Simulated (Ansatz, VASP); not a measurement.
# Ti: VASP beside Ansatz

Contents of INCAR:

```
SYSTEM = Ti
PREC = Accurate
ENCUT = 520
EDIFF = 1E-7
ISMEAR = 0
SIGMA = 0.15
LREAL = .FALSE.
LASPH = .TRUE.
NELM = 100
ALGO = Fast
ISIF = 2
LWAVE = .FALSE.
LCHARG = .FALSE.
GGA = PS
NBANDS = 12
```

The input KPOINTS:

```
Automatic mesh
0
G
  20 20 20
  0 0 0
```

File POSCAR:

```
Ti
1.0
   -1.6410000000      1.5794625000      1.6410000000
    1.6410000000     -1.5794625000      1.6410000000
    1.6410000000      1.5794625000     -1.6410000000
Ti
1
Direct
    0.0000000000      0.0000000000      0.0000000000
```

Input for Ansatz:

```yaml
crystal:
  lattice:
    - [-1.641, 1.5794625, 1.641]
    - [1.641, -1.5794625, 1.641]
    - [1.641, 1.5794625, -1.641]
  atoms:
    - { symbol: Ti, position: [0.0, 0.0, 0.0] }
basis:
  ecutwfc: 420
kpoints:
  mp_grid: { grid: [20, 20, 20] }
hamiltonian:
  xc: pbesol
scf:
  occupations: { method: gaussian, width: 0.15 }
output:
  forces: true
  stress: true
  eigenvalues: true
```

Change from the starting cell: strain -0.0375 x Voigt [0, 1, 0, 0, 0, 0], atoms carried along.

Alike in both runs: task single point; functional PBEsol; k mesh 20 × 20 × 20; occupations gaussian, width 0.15 eV; no spin polarisation.

|  | VASP | Ansatz |
| --- | --- | --- |
| version | VASP 6.6.1 | Ansatz 0.2.0 |
| potentials or method | VASP PAW PBE potentials, release 64 (Ti_sv) | scalar-relativistic, plane waves, PAW |
| plane-wave cutoff (eV) | 520 | 420 |
| valence electrons in the cell | 12 | 12 |

VASP gave:

```
gap on the k mesh at the Fermi level (eV)       : none
pressure (GPa)                                  : -3.2
largest component of the traceless stress (GPa) : 0.74
```

What did Ansatz give for the same quantities?

gap on the k mesh at the Fermi level (eV): none; pressure (GPa): -3.0; largest component of the traceless stress (GPa): 0.74.

A gap of «none» marks a metal or a gap that the smearing closes. With one functional, cell and mesh, what is left measures potentials, basis and numerics.

Caveats: the PAW data sets were made with another functional, which shifts forces and pressure a little (VASP).
